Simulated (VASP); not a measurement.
InAs:

```
In As
1.0
     0.00000    3.01800    3.01800
     3.01800    0.00000    3.01800
     3.01800    3.01800    0.00000
In As
1 1
Direct
  0.00000 0.00000 0.00000
  0.75000 0.75000 0.75000
```

Base run:

| Quantity | Value |
| --- | --- |
| Program | VASP 6.6.1 |
| Functional | MS2 |
| Potentials or basis | VASP PAW PBE potentials, release 64 (In_d, As) |
| Cutoff | 520 eV |
| k mesh | 8 × 8 × 8 |
| Occupations | fermi-dirac, width 0.05 eV |
| Spin | no spin polarisation |

Its results: band gap on the k mesh 0.13 eV, direct; pressure 1.9 GPa.

**Question.** The run is repeated on the same cell with these changes: functional from MS2 to r2SCAN50; k mesh from 8 × 8 × 8 to 4 × 4 × 4. What comes out?

**Answer.** Band gap on the k mesh 2.91 eV, direct; pressure -0.6 GPa.

Several settings changed at once, so the effect can't be laid on one alone.

Caveats: some runs use coarse meshes; the PAW data sets were made with another functional, which shifts forces and pressure a little; spin-orbit coupling is left out, which moves the levels of the heavy elements; an unscreened hybrid on a path of extra k points without a Coulomb cutoff has errors near the mesh points, so the bands along the path aren't reliable (some runs).

Not every run made on this cell is shown here.
